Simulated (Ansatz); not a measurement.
Crystal: NaH.

```xyz
2
Lattice="0.0000 2.4400 2.4400 2.4400 0.0000 2.4400 2.4400 2.4400 0.0000" Properties=species:S:1:pos:R:3 pbc="T T T"
Na    0.0000    0.0000    0.0000
H     2.4400    2.4400    2.4400
```

Base run:

```yaml
Program: Ansatz 0.2.0
Functional: HSE06
Potentials_or_basis: all-electron PAW datasets made for the crystal
Cutoff: 180 eV (chosen from the basis error)
k_mesh: 6 × 6 × 6
Occupations: fermi-dirac, width 0.05 eV
Spin: no spin polarisation
```

Its results: band gap on the k mesh 4.79 eV, indirect (least direct gap 5.68 eV); pressure -1.0 GPa.

The run is repeated on the same cell with these changes: functional from HSE06 to PBE0. What comes out?

Band gap on the k mesh 5.51 eV, indirect (least direct gap 6.41 eV); pressure -1.0 GPa.

A k mesh can miss the band edges.
